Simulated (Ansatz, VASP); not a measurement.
## One calculation of MoH4, two programs

```
H Mo
1.0
     3.10537    0.00000    0.00000
     0.00000    3.10537    0.00000
     0.00000    0.00000   24.84149
H Mo
4 1
Direct
  0.68334 0.00000 0.28823
  0.31666 0.00000 0.28823
  0.00000 0.68334 0.28823
  0.00000 0.31666 0.28823
  0.50000 0.50000 0.32520
```

Alike in both runs: functional PBE; k mesh 4 × 4 × 1; occupations gaussian, width 0.1 eV; no spin polarisation.

Ansatz relaxed the structure, and its values are those at the end. VASP's run is a single point on that final structure, the one shown.

|  | VASP | Ansatz |
| --- | --- | --- |
| version | VASP 6.6.1 | Ansatz 0.2.0 |
| potentials or method | VASP PAW PBE potentials, release 64 (H, Mo_sv) | scalar-relativistic, plane waves, PAW |
| plane-wave cutoff (eV) | 520 | 420 |
| valence electrons in the cell | 18 | 18 |

Ansatz gave:

```
gap on the k mesh at the Fermi level (eV) : none
rms of the force components (eV/Å)        : 0.008
```

Q: What did VASP give for the same quantities?

A: gap on the k mesh at the Fermi level (eV): none; rms of the force components (eV/Å): 0.002.

A gap of «none» marks a metal or a gap that the smearing closes. With one functional, cell and mesh, what is left measures potentials, basis and numerics. Ansatz warned: «slab_cell_height_set».

Caveats: the k mesh is coarse (spacing up to 0.51 Å⁻¹), so the values aren't converged.
